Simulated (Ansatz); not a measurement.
The system is Ge.

```xyz
2
Lattice="-2.5745 2.5745 1.3974 2.5745 -2.5745 1.3974 2.5745 2.5745 -1.3974" Properties=species:S:1:pos:R:3 pbc="T T T"
Ge    0.0000    0.0000    1.3974
Ge    2.5745    0.0000    0.6987
```

This isn't the form of Ge at room conditions, which is diamond.

```yaml
Program: Ansatz 0.2.0
Task: relaxation of cell and atoms
Functional: LDA
Potentials_or_basis: Ansatz PAW
Cutoff: "420 eV (not typed: the program's choice for these potentials)"
k_mesh: 11 × 11 × 11
Occupations: fermi-dirac, width 0.05 eV
Spin: no spin polarisation
```

At the start: volume 18.52 Å³/atom.

**Question.** Where does the relaxation end?

**Answer.** It ends after 5 steps and the volume is 17.94 Å³/atom (-3.1 %); space group I4_1/amd (No. 141, to 0.05 Å).

The path:
```csv
step,energy change (eV),largest force (eV/Å),volume (Å³)
1,0.0000,0.0000,37.05
2,-0.0088,0.0000,35.56
3,-0.0095,0.0000,35.91
4,-0.0095,0.0000,35.89
5,-0.0093,0.0000,35.89
```

Final structure:
```
CELL_PARAMETERS angstrom
-2.54992 2.54992 1.37984
2.54992 -2.54992 1.37984
2.54992 2.54992 -1.37984
ATOMIC_POSITIONS crystal
Ge 0.50000 0.50000 0.00000
Ge 0.25000 0.75000 0.50000
```

Caveat: the plane-wave basis is chosen anew once the cell has moved, so the energies of steps on either side of that aren't comparable; the PAW data sets come from PBE, with cores solved anew for the run's functional, which leaves a small shift of forces and pressure.
